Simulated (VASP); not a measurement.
# InSe: the band gap up a ladder of functionals, part 6 of 6

Aim: the band gap of InSe at many levels of theory on one cell, with the cost of each. LASPH is on for some levels and off for others; the table marks which. The start is a cell from a database of measured crystal structures.

VASP 6.6.1, plane waves and PAW; the level of theory is named at each step.

So far. Step 7 (Bands with BLYP, k 4×4×4): The gap is 0.38 eV, direct at Z. Against LDA that is +0.16 eV; this run took 1.3 times the core time. Step 10 (Starting orbitals for the hybrid with PBEsol, k 4×4×4 …): The run ends at a pressure of 0.48 GPa, with forces up to 0.31 eV/Å.

The database entry behind the starting cell differs from later determinations by our own check (c about 1.5 % long), so it need not match the best structure at ambient conditions.

## 15. Bands with r2SCANh, k 4×4×4

This step: r2SCANh; plane waves and PAW (In_d, Se) (VASP 6.6.1).

r2SCANh replaces a tenth of the r2SCAN exchange by exact exchange.

INCAR

```
SYSTEM = InSe
PREC = Accurate
ENCUT = 400
EDIFF = 1E-06
NELM = 100
ISMEAR = 0
SIGMA = 0.02
LREAL = .FALSE.
ALGO = Normal
LHFCALC = .TRUE.
AEXX = 0.1
METAGGA = R2SCAN
LASPH = .TRUE.
NBANDS = 25
PRECFOCK = Fast
HFRCUT = -1
LORBIT = 11
LWAVE = .FALSE.
LCHARG = .FALSE.
KPAR = 8
```

POSCAR

```
InSe
1.0
    2.0000000000      1.1547005384      8.4400000000
   -2.0000000000      1.1547005384      8.4400000000
    0.0000000000     -2.3094010768      8.4400000000
In Se
2 2
Direct
    0.0000000000      0.0000000000      0.0000000000
    0.1114000000      0.1114000000      0.1114000000
    0.6165000000      0.6165000000      0.6165000000
    0.8281000000      0.8281000000      0.8281000000
```

KPOINTS

```
Automatic mesh
0
Gamma
4 4 4
0 0 0
```

KPOINTS_OPT

```
Line mode
6
Line-mode
Reciprocal
  0.00000000   0.00000000   0.00000000 GAMMA
  0.50000000   0.00000000   0.00000000 L

  0.50000000   0.00000000   0.00000000 L
  0.50000000   0.17914517  -0.17914517 B1

  0.82085483   0.50000000   0.17914517 B
  0.50000000   0.50000000   0.50000000 Z

  0.50000000   0.50000000   0.50000000 Z
  0.00000000   0.00000000   0.00000000 GAMMA

  0.00000000   0.00000000   0.00000000 GAMMA
  0.33957259   0.00000000  -0.33957259 X

  0.66042741   0.33957259   0.00000000 Q
  0.50000000   0.50000000   0.00000000 F

  0.50000000   0.50000000   0.00000000 F
  0.66042741   0.66042741   0.17914517 P1

  0.66042741   0.66042741   0.17914517 P1
  0.50000000   0.50000000   0.50000000 Z

  0.50000000   0.00000000   0.00000000 L
  0.82085483   0.33957259   0.33957259 P
```

The projector-augmented-wave data sets are In_d and Se (PBE family, release 64).

Run with:

```sh
> mpirun -np 8 vasp_std
```

Numbers of over 12 decimals in the logs are rounded to 6 here.

Output:

```text
[banner, memory and clock lines left out]
running    8 mpi-ranks, on    1 nodes
[...]
[... a notice as in an earlier step ...]

 [... a notice as in an earlier step ...]

 LDA part: xc-table for (None), standard interpolation
 found WAVECAR, reading the header
 POSCAR, INCAR and KPOINTS ok, starting setup
[...]
HFRCUT set to (new)   12.134675
 reading WAVECAR
 the WAVECAR file was read successfully
 initial charge from wavefunction
 entering main loop
       N       E                     dE             d eps       ncg     rms          rms(c)
DAV:   1    -0.722073417405E+02   -0.72207E+02   -0.13551E+00   825   0.137E+01    0.271E+00
DAV:   2    -0.721983761864E+02    0.89656E-02   -0.12001E-01   675   0.260E+00    0.332E+00
DAV:   3    -0.721978088515E+02    0.56733E-03   -0.30311E-02   889   0.119E+00    0.326E+00
DAV:   4    -0.721990522367E+02   -0.12434E-02   -0.35669E-03   776   0.401E-01    0.208E+00
[...]
DAV:   9    -0.721995502088E+02   -0.50558E-05   -0.40300E-06   664   0.144E-02    0.219E-01
DAV:  10    -0.721995513456E+02   -0.11368E-05   -0.17376E-06   500   0.112E-02    0.134E-01
DAV:  11    -0.721995512013E+02    0.14429E-06   -0.10081E-06   379   0.918E-03
   1 F= -.72199551E+02 E0= -.72199551E+02  d E =-.312938E-16
 Start KPOINTS_OPT (optional k-point list driver)
k-point batch [1-13\54]
 [... a notice as in an earlier step ...]

 [... a notice as in an earlier step ...]

 [... a notice as in an earlier step ...]

 [... a notice as in an earlier step ...]

 [... a notice as in an earlier step ...]

 [... a notice as in an earlier step ...]

 [... a notice as in an earlier step ...]

 [... a notice as in an earlier step ...]

1
1
1
1
1
1
1
1
```

The job ended after 15 min (8 MPI ranks of Intel Xeon 6975P-C (Granite Rapids), shared host).

The run ended with an error.

VASP's message: “internal error in CHECK_GEN_LAYOUT: G-vectors changed at ik:26 old: 2118 new: 2117”. No number of this run is used.

## 16. Bands with r2SCANh, k 4×4×4 (run 2)

INCAR: that of step 15 with these lines changed.

```diff
@@ -2,3 +2,3 @@
 PREC = Accurate
-ENCUT = 400
+ENCUT = 407
 EDIFF = 1E-06
```

POSCAR is that of step 15.

KPOINTS is that of step 15.

KPOINTS_OPT is that of step 15.

Run with:

```sh
> mpirun -np 8 vasp_std
```

Output:

```text
[... set-up lines as in an earlier step ...]
 entering main loop
       N       E                     dE             d eps       ncg     rms          rms(c)
DAV:   1    -0.722077482781E+02   -0.72208E+02   -0.13533E+00   816   0.137E+01    0.268E+00
DAV:   2    -0.721988908048E+02    0.88575E-02   -0.12096E-01   682   0.261E+00    0.332E+00
DAV:   3    -0.721983541259E+02    0.53668E-03   -0.30508E-02   889   0.120E+00    0.327E+00
DAV:   4    -0.721995934443E+02   -0.12393E-02   -0.35356E-03   768   0.400E-01    0.209E+00
[...]
DAV:   9    -0.722000909451E+02   -0.50905E-05   -0.40531E-06   664   0.145E-02    0.220E-01
DAV:  10    -0.722000920873E+02   -0.11422E-05   -0.17278E-06   508   0.111E-02    0.135E-01
DAV:  11    -0.722000919298E+02    0.15742E-06   -0.10149E-06   387   0.915E-03
   1 F= -.72200092E+02 E0= -.72200092E+02  d E =-.321548E-16
 Start KPOINTS_OPT (optional k-point list driver)
k-point batch [1-13\54]
 [... a notice as in an earlier step ...]

 [... a notice as in an earlier step ...]

 [... a notice as in an earlier step ...]

 [... a notice as in an earlier step ...]

 [... a notice as in an earlier step ...]

 [... a notice as in an earlier step ...]

 [... a notice as in an earlier step ...]

 [... a notice as in an earlier step ...]

1
1
1
1
1
1
1
1
```

Elapsed: 12 min, on 8 MPI ranks.

The run ended with an error.

VASP's message: “internal error in CHECK_GEN_LAYOUT: G-vectors changed at ik:26 old: 2166 new: 2163”. No number of this run is used.

## 17. Bands with PBEsol + SOC

This step: PBEsol, spin-orbit coupling; plane waves and PAW (In_d, Se) (VASP 6.6.1).

Spin-orbit coupling needs spinors and the noncollinear program, where each band holds one electron.

INCAR

```
SYSTEM = InSe
PREC = Accurate
ENCUT = 400
EDIFF = 1E-06
NELM = 100
ISMEAR = 0
SIGMA = 0.02
LREAL = .FALSE.
ALGO = Normal
GGA = PS
LNONCOLLINEAR = .TRUE.
MAGMOM = 0 0 0 0 0 0 0 0 0 0 0 0
NBANDS = 50
GGA_COMPAT = .FALSE.
LASPH = .TRUE.
LSORBIT = .TRUE.
LORBIT = 11
LWAVE = .FALSE.
LCHARG = .FALSE.
KPAR = 8
```

POSCAR is that of step 16.

KPOINTS

```
Automatic mesh
0
Gamma
5 5 5
0 0 0
```

KPOINTS_OPT: that of step 16 with these lines changed.

```diff
@@ -1,3 +1,3 @@
 Line mode
-6
+16
 Line-mode
```

Run with:

```sh
> mpirun -np 8 vasp_ncl
```

Output:

```text
[... set-up lines as in an earlier step ...]
 entering main loop
       N       E                     dE             d eps       ncg     rms          rms(c)
DAV:   1     0.354742887639E+03    0.35474E+03   -0.14401E+04  3500   0.140E+03
DAV:   2     0.370477540517E+02   -0.31770E+03   -0.30614E+03  3540   0.393E+02
DAV:   3    -0.126516099030E+02   -0.49699E+02   -0.47883E+02  4168   0.175E+02
DAV:   4    -0.160028153755E+02   -0.33512E+01   -0.33189E+01  4286   0.450E+01
[...]
DAV:  12    -0.156833903164E+02   -0.22810E-04   -0.44169E-05  4896   0.459E-02    0.295E-02
DAV:  13    -0.156833952667E+02   -0.49504E-05   -0.80578E-06  3860   0.214E-02    0.129E-02
DAV:  14    -0.156833957951E+02   -0.52843E-06   -0.28873E-06  3560   0.101E-02
   1 F= -.15683396E+02 E0= -.15683396E+02  d E =-.342530E-22  mag=     0.0000    -0.0000    -0.0000
 Start KPOINTS_OPT (optional k-point list driver)
k-point batch [1-35\144]
       N       E                     dE             ncg
DAV:   1     0.459425626086E+04   -0.22493E+05     3500
DAV:   2    -0.638382320257E+04   -0.10978E+05     3556
DAV:   3    -0.810105567572E+04   -0.17172E+04     4090
DAV:   4    -0.821261308766E+04   -0.11156E+03     4224
[...]
DAV:   8    -0.821778790201E+04   -0.13235E-03     5406
DAV:   9    -0.821778790652E+04   -0.45091E-05     3296
DAV:  10    -0.821778790703E+04   -0.50798E-06     2654
[...]
k-point batch [141-144\144]
       N       E                     dE             ncg
DAV:   1     0.236690078531E+05   -0.34864E+04      400
DAV:   2     0.224321690191E+05   -0.12368E+04      408
DAV:   3     0.222472526679E+05   -0.18492E+03      464
DAV:   4     0.222350047264E+05   -0.12248E+02      454
DAV:   5     0.222344183607E+05   -0.58637E+00      592
DAV:   6     0.222344062801E+05   -0.12081E-01      600
DAV:   7     0.222344057574E+05   -0.52266E-03      616
DAV:   8     0.222344057461E+05   -0.11337E-04      600
DAV:   9     0.222344057456E+05   -0.50972E-06      368
```

It took 15 min on 8 MPI ranks; peak memory 11 GiB; 1.9 h of CPU time.

OUTCAR, selected parts (step 17):

```text
  Total        0.4977272      0.4977272     -0.3807312      0.0000000      0.0000000      0.0000000
  in kB        6.8188142      6.8188142     -5.2159804      0.0000000      0.0000000      0.0000000
  external PRESSURE =       2.8072160 kB  Pullay stress =       0.0000000 kB

 POSITION                                       TOTAL-FORCE (eV/Angst)
 -----------------------------------------------------------------------------------
      0.00000      0.00000      0.00000         0.000000      0.000000      0.294731
      0.00000      0.00000      2.82065         0.000000     -0.000000     -0.313569
      0.00000      0.00000     15.60978         0.000000     -0.000000     -0.085657
      0.00000      0.00000     20.96749         0.000000     -0.000000      0.104495
 -----------------------------------------------------------------------------------
    total drift:                                0.000000     -0.000000     -0.000517

  FREE ENERGIE OF THE ION-ELECTRON SYSTEM (eV)
  ---------------------------------------------------
  free  energy   TOTEN  =       -15.6833957951 eV

  energy  without entropy=      -15.6833957951  energy(sigma->0) =      -15.68339580

 magnetization (x)
# of ion       s       p       d       tot
------------------------------------------
    1        0.000   0.000   0.000   0.000
    2        0.000   0.000   0.000   0.000
    3        0.000   0.000   0.000   0.000
    4        0.000   0.000   0.000   0.000
--------------------------------------------------
tot          0.000   0.000   0.000   0.000

 magnetization (y)
# of ion       s       p       d       tot
------------------------------------------
    1        0.000  -0.000  -0.000  -0.000
    2        0.000   0.000   0.000   0.000
    3        0.000   0.000   0.000   0.000
    4        0.000   0.000   0.000   0.000
--------------------------------------------------
tot          0.000  -0.000  -0.000  -0.000

 magnetization (z)
# of ion       s       p       d       tot
------------------------------------------
    1        0.000   0.000   0.000   0.000
    2        0.000   0.000   0.000   0.000
    3        0.000   0.000   0.000   0.000
    4        0.000   0.000   0.000   0.000
--------------------------------------------------
tot          0.000   0.000   0.000   0.000

[... 1 part as in an earlier step ...]

[... 2 further parts left out ...]
[key lines of the parts left out:]
E-fermi :   3.8328
```

LASPH is switched on together with spin-orbit coupling, so the change from the scalar run holds both.

Electronic bands along the path, in eV, zero at the valence-band top; v1 is the highest filled band, c1 the lowest empty one:

```
          point     v4     v3     v2     v1    c1    c2    c3    c4
              Γ  -1.20  -1.20  -1.10  -1.10  1.59  1.59  1.95  1.95
0.53 of the way  -1.83  -1.82  -1.05  -1.04  1.79  1.81  2.06  2.07
              L  -2.25  -2.25  -1.70  -1.70  1.10  1.10  1.87  1.87
0.47 of the way  -2.18  -2.16  -1.61  -1.57  1.74  1.80  2.21  2.31
             B1  -2.31  -2.27  -1.83  -1.75  1.62  1.65  2.31  2.42
      jump to B  -2.31  -2.27  -1.83  -1.75  1.62  1.65  2.31  2.42
0.47 of the way  -2.27  -2.26  -0.80  -0.79  2.30  2.40  2.56  2.66
              Z  -1.03  -1.03   0.00   0.00  0.30  0.30  2.01  2.01
0.47 of the way  -1.05  -1.05  -0.84  -0.84  1.07  1.07  2.00  2.00
              Γ  -1.20  -1.20  -1.10  -1.10  1.59  1.59  1.95  1.95
0.53 of the way  -1.90  -1.83  -1.04  -1.00  2.03  2.12  2.39  2.42
              X  -2.29  -2.24  -1.80  -1.73  1.68  1.70  2.22  2.32
      jump to Q  -2.29  -2.24  -1.80  -1.73  1.68  1.70  2.22  2.32
0.47 of the way  -2.56  -2.46  -1.65  -1.62  1.63  1.68  1.96  2.05
              F  -2.11  -2.11  -1.53  -1.53  1.08  1.08  1.88  1.88
0.47 of the way  -2.13  -2.12  -1.56  -1.56  1.13  1.13  1.83  1.84
             P1  -2.16  -2.14  -1.66  -1.66  1.29  1.31  1.70  1.72
0.47 of the way  -1.72  -1.72  -0.66  -0.65  1.92  1.92  2.33  2.34
              Z  -1.03  -1.03   0.00   0.00  0.30  0.30  2.01  2.01
      jump to L  -2.25  -2.25  -1.70  -1.70  1.10  1.10  1.87  1.87
0.47 of the way  -2.23  -2.20  -1.74  -1.73  1.23  1.27  1.71  1.75
              P  -2.16  -2.14  -1.66  -1.66  1.29  1.31  1.70  1.72
```

Of the projections kept (In, Se), the largest for each band there; the rest of the weight can lie on other orbitals:

| point | v4 | v3 | v2 | v1 | c1 | c2 | c3 | c4 |
| --- | --- | --- | --- | --- | --- | --- | --- | --- |
| Γ | Se 0.87 | Se 0.87 | Se 0.84 | Se 0.84 | Se 0.63 | Se 0.63 | In 0.70 | In 0.70 |
| L | Se 0.74 | Se 0.74 | Se 0.57 | Se 0.57 | In 0.56 | In 0.56 | In 0.55 | In 0.55 |
| B1 | Se 0.77 | Se 0.76 | In 0.56 | In 0.59 | In 0.56 | In 0.57 | In 0.59 | In 0.60 |
| B | Se 0.77 | Se 0.76 | In 0.56 | In 0.59 | In 0.56 | In 0.57 | In 0.59 | In 0.60 |
| Z | Se 0.86 | Se 0.86 | Se 0.75 | Se 0.75 | Se 0.51 | Se 0.51 | In 0.63 | In 0.63 |
| Γ | Se 0.87 | Se 0.87 | Se 0.84 | Se 0.84 | Se 0.63 | Se 0.63 | In 0.70 | In 0.70 |

The gap is 0.30 eV, direct at Z. Against PBEsol that is -0.02 eV, on another mesh; this run took 6.8 times the core time.

## 18. Starting orbitals for the hybrid with PBEsol + SOC

Again a semilocal start for the hybrid that follows.

INCAR: that of step 17 with these lines changed.

```diff
@@ -3,3 +3,3 @@
 ENCUT = 400
-EDIFF = 1E-06
+EDIFF = 1E-05
 NELM = 100
@@ -17,3 +17,3 @@
 LORBIT = 11
-LWAVE = .FALSE.
+LWAVE = .TRUE.
 LCHARG = .FALSE.
```

POSCAR is that of step 17.

KPOINTS

```
Automatic mesh
0
Gamma
4 4 4
0 0 0
```

Run with:

```sh
> mpirun -np 8 vasp_ncl
```

Output:

```text
[... set-up lines as in an earlier step ...]
 entering main loop
       N       E                     dE             d eps       ncg     rms          rms(c)
DAV:   1     0.352817277066E+03    0.35282E+03   -0.14389E+04  2000   0.141E+03
DAV:   2     0.363462060593E+02   -0.31647E+03   -0.30510E+03  2016   0.391E+02
DAV:   3    -0.126537802195E+02   -0.49000E+02   -0.47452E+02  2400   0.174E+02
DAV:   4    -0.159491461201E+02   -0.32954E+01   -0.32593E+01  2408   0.448E+01
[...]
DAV:  11    -0.156227662103E+02   -0.42439E-04   -0.25426E-04  2864   0.197E-01    0.516E-02
DAV:  12    -0.156227915792E+02   -0.25369E-04   -0.45220E-05  2488   0.472E-02    0.285E-02
DAV:  13    -0.156227971917E+02   -0.56124E-05   -0.85338E-06  1736   0.214E-02
   1 F= -.15622797E+02 E0= -.15622797E+02  d E =-.195600E-27  mag=    -0.0000    -0.0000     0.0000
 writing wavefunctions
```

It took 2.6 min on 8 MPI ranks; peak memory 10 GiB.

OUTCAR, selected parts (step 18):

```text
  Total        0.6858429      0.6858429     -0.4060818     -0.0000000     -0.0000000      0.0000000
  in kB        9.3959819      9.3959819     -5.5632815     -0.0000000     -0.0000000      0.0000000
  external PRESSURE =       4.4095608 kB  Pullay stress =       0.0000000 kB

 POSITION                                       TOTAL-FORCE (eV/Angst)
 -----------------------------------------------------------------------------------
      0.00000      0.00000      0.00000         0.000000      0.000000      0.294822
      0.00000      0.00000      2.82065         0.000000      0.000000     -0.311529
      0.00000      0.00000     15.60978         0.000000     -0.000000     -0.095898
      0.00000      0.00000     20.96749         0.000000      0.000000      0.112605
 -----------------------------------------------------------------------------------
    total drift:                                0.000000     -0.000000     -0.000365

  FREE ENERGIE OF THE ION-ELECTRON SYSTEM (eV)
  ---------------------------------------------------
  free  energy   TOTEN  =       -15.6227971917 eV

  energy  without entropy=      -15.6227971917  energy(sigma->0) =      -15.62279719

 magnetization (x)
# of ion       s       p       d       tot
------------------------------------------
    1       -0.000   0.000  -0.000  -0.000
    2        0.000   0.000   0.000   0.000
    3       -0.000   0.000   0.000  -0.000
    4        0.000   0.000   0.000   0.000
--------------------------------------------------
tot         -0.000   0.000   0.000  -0.000

 magnetization (y)
# of ion       s       p       d       tot
------------------------------------------
    1        0.000   0.000   0.000   0.000
    2        0.000   0.000   0.000   0.000
    3        0.000   0.000   0.000   0.000
    4        0.000   0.000   0.000   0.000
--------------------------------------------------
tot          0.000   0.000   0.000   0.000

[... 2 parts as in an earlier step ...]

[... 2 further parts left out ...]
[key lines of the parts left out:]
E-fermi :   4.1675
```

On-site spin-orbit energy by atom:

| atom | on-site spin-orbit energy (eV) |
| --- | --- |
| In1 | -0.0710 |
| In2 | -0.0710 |
| Se3 | -0.0414 |
| Se4 | -0.0413 |

The run ends at a pressure of 0.44 GPa, with forces up to 0.31 eV/Å.

## 19. Bands with HSE06 + SOC

This step: HSE06, spin-orbit coupling; plane waves and PAW (In_d, Se) (VASP 6.6.1).

INCAR

```
SYSTEM = InSe
PREC = Accurate
ENCUT = 400
EDIFF = 1E-06
NELM = 100
ISMEAR = 0
SIGMA = 0.02
LREAL = .FALSE.
ALGO = Normal
LHFCALC = .TRUE.
AEXX = 0.25
GGA = PE
HFSCREEN = 0.2
LASPH = .TRUE.
LNONCOLLINEAR = .TRUE.
MAGMOM = 0 0 0 0 0 0 0 0 0 0 0 0
NBANDS = 50
GGA_COMPAT = .FALSE.
LSORBIT = .TRUE.
PRECFOCK = Fast
LORBIT = 11
LWAVE = .FALSE.
LCHARG = .FALSE.
KPAR = 8
```

POSCAR is that of step 18.

KPOINTS is that of step 18.

KPOINTS_OPT: that of step 17 with these lines changed.

```diff
@@ -1,3 +1,3 @@
 Line mode
-16
+6
 Line-mode
```

The WAVECAR or CHGCAR of an earlier step is read.

Run with:

```sh
> mpirun -np 8 vasp_ncl
```

Output:

```text
[... set-up lines as in an earlier step ...]
 entering main loop
       N       E                     dE             d eps       ncg     rms          rms(c)
DAV:   1    -0.172685149857E+02   -0.17269E+02   -0.12678E+00  2710   0.150E+01    0.406E+00
DAV:   2    -0.172843784548E+02   -0.15863E-01   -0.18435E-01  2116   0.321E+00    0.432E+00
DAV:   3    -0.172796096499E+02    0.47688E-02   -0.22546E-02  2838   0.136E+00    0.405E+00
DAV:   4    -0.172793135485E+02    0.29610E-03   -0.40551E-03  2310   0.537E-01    0.255E+00
DAV:   5    -0.172792016078E+02    0.11194E-03   -0.45174E-04  2542   0.248E-01    0.154E+00
DAV:   6    -0.172791101082E+02    0.91500E-04   -0.11502E-04  2814   0.114E-01    0.946E-01
DAV:   7    -0.172790936482E+02    0.16460E-04   -0.58191E-05  2680   0.452E-02    0.581E-01
DAV:   8    -0.172790916490E+02    0.19992E-05   -0.69329E-06  2068   0.165E-02    0.356E-01
DAV:   9    -0.172790923120E+02   -0.66303E-06   -0.18395E-06  1842   0.107E-02
```

It took 1.5 h on 8 MPI ranks.

The run was cut off at its time limit.

More ranks or a longer limit would be the way on.

## 20. The ladder as a table

This step: ladder of functionals on one cell; plane waves and PAW (VASP 6.6.1).

No new run; the numbers come from the runs before.

A gap of 0 means none; cost is the wall time of each run, as given at its step, times its ranks, without the set-up around it; LASPH differs between rows, which moves results and costs too. Results by level, by row:

```
       level  gap (eV)  least direct gap (eV)  pressure (GPa)  cost (core minutes)  LASPH
         LDA     0.221                  0.221           -1.06                 16.7    off
      PBEsol     0.323                  0.323            0.43                   18    off
      r2SCAN     0.855                  0.855            1.29                 56.1     on
      TB-mBJ     1.369                  1.369               -                 42.4     on
        TPSS     0.566                  0.566            2.46                 59.3     on
        BLYP     0.384                  0.384               6                 21.9    off
PBEsol + SOC     0.304                  0.304            0.28                  122     on
```

## 21. Outcome

```json
{
  "gap, LDA": "0.221 eV",
  "gap, PBEsol": "0.323 eV",
  "gap, r2SCAN": "0.855 eV",
  "gap, TB-mBJ": "1.37 eV",
  "gap, TPSS": "0.566 eV",
  "gap, BLYP": "0.384 eV",
  "gap, PBEsol + SOC": "0.304 eV"
}
```

In words: For InSe, without spin-orbit coupling, the functional decides between a gap of 0.221 eV (LDA) and 1.37 eV (TB-mBJ), while across these levels the cost spans a factor of 3.6. Spin-orbit coupling changes the PBEsol gap by -0.02 eV (the two runs use different meshes). Adding the spin-orbit shift of PBEsol (-0.02 eV) to levels run without it gives estimates of 1.35 eV for TB-mBJ; the shift need not carry over unchanged. All levels use one geometry, and one mesh but for spin-orbit runs, kept coarse to afford the hybrids, so no gap here is fully converged. Costs come from a shared host. Not obtained: HSE06, because the run crashed. Not obtained: B3LYP, because the run crashed. Not obtained: the dielectric constant with PBEsol, because the run hit its time limit. Not obtained: r2SCANh, because the run crashed. Not obtained: HSE06 + SOC, because the run hit its time limit. These are single-particle gaps of a static lattice, without excitons or temperature. LASPH is on for some levels and off for others, so differences between them are not the functional's alone. The spin-orbit shifts include the switch to LASPH.

[Lines on the potential files, build, host, timing and source positions are cut from VASP's logs without a mark.]

[Logs are printed without paths, hosts, clocks, repeated set-up lines and the standing remarks that a program may print on its own settings, such as how far it seeks lower states.]

[Hosts, paths, dates, database ids (printed as entryN), source tags and the programs' standing remarks are cut or masked in the printed files.]

[A measured line is paired with the nearest computed mode of its activity, which favours agreement.]
